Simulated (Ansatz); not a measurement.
Notes on Pb

```yaml
crystal:
  lattice:
    - [4.68017, 0.06305, 0.04231]
    - [0.06305, 4.67937, -0.10717]
    - [0.04231, -0.10717, 4.93360]
  atoms:
    - { symbol: Pb, position: [0.97677, 0.50812, 0.48228] }
    - { symbol: Pb, position: [0.52308, 0.99735, 0.50785] }
    - { symbol: Pb, position: [0.50984, 0.48388, 0.98347] }
```

Single point in Ansatz 0.2.0 with RPBE, no spin polarisation. Cutoff 420 eV, PAW datasets, 4×4×4 (shifted by 0.5, 0.5, 0.5 steps) k mesh, fermi-dirac filling (width 0.1 eV).

- Stress: The pressure is 2.9 GPa (compression positive), so with the atoms held at these fractions the cell would first expand; the forces are large, so a full relaxation may end otherwise.
- Forces: The largest is on Pb1: 0.83 eV/Å, components (0.79, -0.20, -0.15). It makes 146° with the line to a nearest neighbour, Pb2 at 3.08 Å, pointing away from it.
- Contacts: Pb–Pb at 3.08 Å: least valence density 0.23 e/Å³ and ELF 0.31 there. These are pseudo-fields; inside the PAW spheres they differ from the all-electron ones.
- At the Fermi level: It is a metal, with about 2.6 states/eV a cell as the mean within 0.25 eV of the Fermi level, mostly Pb p (87 %).

Origin: a cell with a point defect, so it need not be a known compound. Caveats: the k mesh is coarse if the cell is a metal; forces of this functional can be a tenth off on these datasets.
